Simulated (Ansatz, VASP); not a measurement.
# One calculation of Hf, two programs

Contents of INCAR:

```
SYSTEM = Hf
PREC = Accurate ; ENCUT = 520
EDIFF = 1E-8 ; ISMEAR = -1
SIGMA = 0.05 ; LREAL = .FALSE.
LASPH = .TRUE. ; NELM = 60
ALGO = Normal ; ISIF = 2
LWAVE = .FALSE. ; LCHARG = .FALSE.
GGA = PS ; LEFG = .TRUE.
NBANDS = 11
```

File KPOINTS:

```
regular mesh
0
G
  14 14 14
  0 0 0
```

POSCAR

```
Hf
1.0
   -1.7674920948      1.7674920948      1.7674920948
    1.7674920948     -1.7674920948      1.7674920948
    1.7674920948      1.7674920948     -1.7674920948
Hf
1
Direct
    0.0000000000      0.0000000000      0.0000000000
```

Input for Ansatz:

```yaml
crystal:
  lattice:
    - [-1.7674920948, 1.7674920948, 1.7674920948]
    - [1.7674920948, -1.7674920948, 1.7674920948]
    - [1.7674920948, 1.7674920948, -1.7674920948]
  atoms:
    - { symbol: Hf, position: [0.0, 0.0, 0.0] }
kpoints:
  mp_grid: { grid: [14, 14, 14] }
  band_path:
    path:
      - [0.0, 0.0, 0.0]
      - [0.5, -0.5, 0.5]
      - [0.0, 0.0, 0.5]
      - [0.0, 0.0, 0.0]
      - [0.25, 0.25, 0.25]
      - [0.5, -0.5, 0.5]
      - [0.25, 0.25, 0.25]
      - [0.0, 0.0, 0.5]
    npoints: 5
scf:
  occupations: { method: fermi_dirac, width: 0.05 }
hamiltonian:
  xc: pbesol
  pseudopotentials: { kind: paw }
output:
  forces: true
  stress: true
  eigenvalues: true
  efg: { contact_densities: true }
```

Alike in both runs: task electric field gradients; functional PBEsol; k mesh 14 × 14 × 14; occupations fermi-dirac, width 0.05 eV; no spin polarisation.

|  | VASP | Ansatz |
| --- | --- | --- |
| version | VASP 6.6.1 | Ansatz 0.2.0 |
| potentials or method | VASP PAW PBE potentials, release 64 (Hf_pv) | PAW with Ansatz's default frozen-core files, scalar-relativistic |
| plane-wave cutoff (eV) | 520 | 420 |
| valence electrons in the cell | 10 | 26 |

```csv
,VASP,Ansatz,Ansatz less VASP
pressure (GPa),-4.1,-3.8,+0.28
Vzz of the field gradient on the site that differs most (V/Å²),0.0,0.0,0.00
```

With one functional, cell and mesh, what is left measures potentials, basis and numerics. The two sets of potentials don't hold the same shells in valence. Ansatz warned: «gradients_without_spin_orbit».

Caveats: the PAW data sets were made with another functional, which shifts forces and pressure a little (VASP). The runs have no spin-orbit coupling, so splittings on Hf are missing.
